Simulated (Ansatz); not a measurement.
Relaxed RuO2 (rutile):

```
RuO2
1.0
    4.52339     0.00000     0.00000
    0.00000     4.52339     0.00000
    0.00000     0.00000     3.11902
Ru O
2 4
Direct
  0.50000   0.50000   0.50000
  0.00000   0.00000   0.00000
  0.80567   0.80567   0.50000
  0.30567   0.69433   0.00000
  0.69433   0.30567   0.00000
  0.19433   0.19433   0.50000
```

In each cell atom 1 (Ru, nearest neighbour O at 1.955 Å; its periodic images, 3.1 Å or more away, move with it) moves by s·(0.577, 0.577, 0.577) (along Cartesian [111]), the rest being held.

The numbers are results of PBE (plane waves to 420 eV, PAW, scalar-relativistic; Ansatz, a quantum-chemistry and plane-wave program), not measurements. k mesh 8×8×12 (Γ-centred), Fermi-Dirac smearing 0.05 eV. The energy includes the smearing's −TS. Compression counts positive. With partly filled bands, energies and forces of such displacements shift with the k mesh and the smearing. RuO2 is run without spin polarisation and with no Hubbard U. RuO2 was relaxed with its symmetry unable to fall. The zero of ΔE is the undisplaced structure.

Q: Give the computed ΔE (meV/cell) and P (GPa) at s (Å) = -0.390, -0.156, 0.078, 0.234, 0.390.

A: 
| s (Å) | ΔE (meV/cell) | P (GPa) |
|---|---|---|
| -0.390 | 1825 | 15.5 |
| -0.156 | 283 | 2.5 |
| 0.078 | 70 | 0.6 |
| 0.234 | 640 | 5.6 |
| 0.390 | 1825 | 15.5 |

(A displaced cell: forces are minus the slopes of the energy, force constants its curvatures, and phonons follow from these.)
